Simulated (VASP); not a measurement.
# How uniaxial stress along [111] changes GaP (F-43m), part 2 of 2

Strain engineering needs slopes: what does uniaxial stress along [111] do to the lattice and the band edges of GaP?

VASP 6.6.1, plane waves and PAW; the level of theory is named at each step.

So far. Step 5 (Band edges, r2SCAN with spin-orbit coupling): The run ends at a pressure of 4.04 GPa, with forces up to 0.0026 eV/Å.

### Step 6. All members

Runs beyond LDA use the data sets made with LDA; this shifts their levels slightly, and their total energies have another zero (at TB-mBJ, which has no energy functional, they mean nothing).

The other members went through these steps as far as the tables show, with the same cutoff and, step by step, the same mesh; 38 runs are not shown. The session took 3.4 core hours (wall time by ranks) on a shared machine.

| strain along the axis (%) | strain across the axis (%) | stress along the axis, tension positive (GPa) | energy above the unstrained row (meV/atom) | gap on the mesh, LDA (eV) |
| --- | --- | --- | --- | --- |
| -2.000 | 0.387 | -3.425 | 4.320 | 1.210 |
| -1.500 | 0.285 | -2.560 | 2.450 | 1.275 |
| -1.000 | 0.192 | -1.701 | 1.116 | 1.321 |
| -0.500 | 0.090 | -0.842 | 0.305 | 1.363 |
| 0 | 0.000 | 0.006 | 0.000 | 1.402 |
| 0.500 | -0.099 | 0.845 | 0.233 | 1.389 |
| 1.000 | -0.189 | 1.677 | 0.967 | 1.375 |
| 1.500 | -0.278 | 2.498 | 2.194 | 1.358 |
| 2.000 | -0.364 | 3.308 | 3.929 | 1.331 |

Slopes at zero strain, from cubics through all rows: strain ratio -0.190, stress over strain 169 GPa.

Band edges at TB-mBJ with spin-orbit coupling, counted from the valence-band top at Γ, spin-orbit pairs averaged, with one row partly withheld:

| strain along the axis (%) | gap (eV) | conduction band at Γ (eV) | Δ or X valley along z (eV) | Δ or X valley along x (eV) | lowest conduction level at L, [111] (eV) | lowest conduction level at L, [-111] (eV) | second valence level below the top (eV) | third valence level below the top (eV) |
| --- | --- | --- | --- | --- | --- | --- | --- | --- |
| -2.000 | 2.116 | 3.127 | 2.116 | 2.116 | 2.324 | 2.654 | 0.186 | 0.244 |
| -1.500 | 2.171 | 3.155 | 2.167 | 2.167 | 2.412 | 2.659 | 0.135 | 0.195 |
| -1.000 | 2.219 | 3.176 | 2.216 | 2.216 | 2.498 | 2.662 | 0.086 | 0.148 |
| -0.500 | 2.259 | 3.189 | 2.258 | 2.258 | ? | 2.662 | 0.040 | 0.107 |
| 0 | 2.289 | 3.188 | 2.288 | 2.288 | 2.655 | 2.655 | 0.000 | 0.079 |
| 0.500 | 2.276 | 3.143 | 2.275 | 2.275 | 2.691 | 2.608 | 0.026 | 0.104 |
| 1.000 | 2.261 | 3.090 | 2.259 | 2.259 | 2.724 | 2.562 | 0.037 | 0.143 |
| 1.500 | 2.242 | 3.031 | 2.239 | 2.239 | 2.758 | 2.514 | 0.043 | 0.188 |
| 2.000 | 2.221 | 2.966 | 2.216 | 2.216 | 2.790 | 2.467 | 0.045 | 0.235 |

Conduction masses, in electron masses:

| strain along the axis (%) | conduction mass at Γ, along the strain axis or the normal of the plane | conduction mass at Γ, across the strain axis or in the plane | L [111] mass, longitudinal | L [111] mass, transverse along [1-10] |
| --- | --- | --- | --- | --- |
| -2.000 | 0.265 | 0.165 | 1.749 | 0.166 |
| -1.500 | 0.242 | 0.169 | 1.755 | 0.167 |
| -1.000 | 0.220 | 0.172 | 1.772 | 0.168 |
| -0.500 | 0.201 | 0.178 | 1.789 | 0.167 |
| 0 | 0.183 | 0.184 | 1.811 | 0.169 |
| 0.500 | 0.169 | 0.190 | 1.819 | 0.169 |
| 1.000 | 0.155 | 0.198 | 1.819 | 0.169 |
| 1.500 | 0.145 | 0.206 | 1.827 | 0.169 |
| 2.000 | 0.136 | 0.215 | 1.865 | 0.170 |

Band edges at r2SCAN with spin-orbit coupling, counted from the valence-band top at Γ, spin-orbit pairs averaged:

| strain along the axis (%) | gap (eV) | conduction band at Γ (eV) | Δ or X valley along z (eV) | Δ or X valley along x (eV) | lowest conduction level at L, [111] (eV) | lowest conduction level at L, [-111] (eV) | second valence level below the top (eV) | third valence level below the top (eV) |
| --- | --- | --- | --- | --- | --- | --- | --- | --- |
| -2.000 | 1.589 | 2.546 | 1.588 | 1.588 | 1.769 | 2.122 | 0.185 | 0.248 |
| -1.500 | 1.643 | 2.572 | 1.640 | 1.640 | 1.860 | 2.123 | 0.135 | 0.200 |
| -1.000 | 1.691 | 2.591 | 1.690 | 1.690 | 1.948 | 2.124 | 0.086 | 0.153 |
| -0.500 | 1.732 | 2.602 | 1.731 | 1.731 | 2.035 | 2.121 | 0.040 | 0.112 |
| 0 | 1.762 | 2.599 | 1.762 | 1.762 | 2.112 | 2.112 | 0.000 | 0.084 |
| 0.500 | 1.749 | 2.552 | 1.748 | 1.748 | 2.151 | 2.063 | 0.026 | 0.109 |
| 1.000 | 1.732 | 2.497 | 1.731 | 1.731 | 2.187 | 2.014 | 0.039 | 0.147 |
| 1.500 | 1.712 | 2.437 | 1.710 | 1.710 | 2.224 | 1.964 | 0.045 | 0.193 |
| 2.000 | 1.689 | 2.371 | 1.685 | 1.685 | 2.259 | 1.915 | 0.048 | 0.240 |

Conduction masses, in electron masses:

| strain along the axis (%) | conduction mass at Γ, along the strain axis or the normal of the plane | conduction mass at Γ, across the strain axis or in the plane | L [111] mass, longitudinal | L [111] mass, transverse along [1-10] |
| --- | --- | --- | --- | --- |
| -2.000 | 0.206 | 0.130 | 1.751 | 0.140 |
| -1.500 | 0.188 | 0.133 | 1.730 | 0.140 |
| -1.000 | 0.172 | 0.136 | 1.754 | 0.140 |
| -0.500 | 0.157 | 0.139 | 1.760 | 0.141 |
| 0 | 0.144 | 0.144 | 1.763 | 0.141 |
| 0.500 | 0.132 | 0.148 | 1.786 | 0.142 |
| 1.000 | 0.122 | 0.153 | 1.798 | 0.142 |
| 1.500 | 0.114 | 0.159 | 1.801 | 0.142 |
| 2.000 | 0.106 | 0.164 | 1.843 | 0.143 |

### Step 7. A fit to the known rows

The quantity to fit is the splitting of the lowest conduction levels at the L points ([111] less [-111]) at TB-mBJ with spin-orbit coupling: -0.330, -0.246, -0.164, 0.000, 0.082, 0.163, 0.243, 0.322 eV in the rows shown.

Fitting a parabola to the 8 known rows (d: strain along the axis less the strain across it, in %) gives E = − 4.06e-4 d² + 0.1373 d + 1.49e-4 in eV; the residuals are 1.8e-4 eV r.m.s.

At d = -0.59 this predicts -0.0810 eV.

### Step 8. Prediction against calculation

The calculation gives -0.0811 eV, so the prediction is 0.0001 eV too high.

The splitting is Ξu times 8/9 of d, with d as a fraction, so the linear term gives Ξu = 15.4 eV.

### Step 9. Results

| Property | Result |
| --- | --- |
| Poisson ratio | 0.190 |
| Young's modulus along the axis | 169 GPa |
| gap of the unstrained cell, TB-mBJ with spin-orbit coupling | 2.29 eV |
| gap of the unstrained cell, r2SCAN with spin-orbit coupling | 1.76 eV |
| shear deformation potential Ξu of the lowest conduction levels at L | 15.4 eV |
| error of the predicted row | 0.1 meV |

**Reading.** As a check, the curvature of the energy gives 169 GPa for the same modulus (energy per volume = E/2 × strain²), 0 % from the slope of the stress. At TB-mBJ with spin-orbit coupling the lowest conduction valley is Δ or X throughout, and the gap runs between 2.12 and 2.29 eV. At r2SCAN with spin-orbit coupling the lowest conduction valley is Δ or X throughout, and the gap runs between 1.59 and 1.76 eV. Hole masses are left out throughout, since the top bands are degenerate or cross in many series; of conduction masses, those of the Γ, L and (for Si and Ge under (001) strain) Δ valleys are kept where they change by under an eighth between rows. TB-mBJ is a potential fitted for gaps; it has no energy functional, so its total energies and forces mean nothing, and its bands tend to come out too narrow. r2SCAN opens gaps somewhat over GGA but leaves them below measured values as a rule. Δ or X levels are the lowest on their line, refined by a parabola unless they lie at X; the gap is read from all points sampled and can differ from the lowest valley by some meV, or by tens of meV where strain moves the valence top off Γ. Temperature, zero-point motion and excitons are left out.

[Hosts, paths, dates, database ids (printed as entryN), source tags and the programs' standing remarks are cut or masked in the printed files.]

[In band tables of VASP the shares of atoms and orbitals are scaled to a sum of 1 inside the atoms' spheres.]
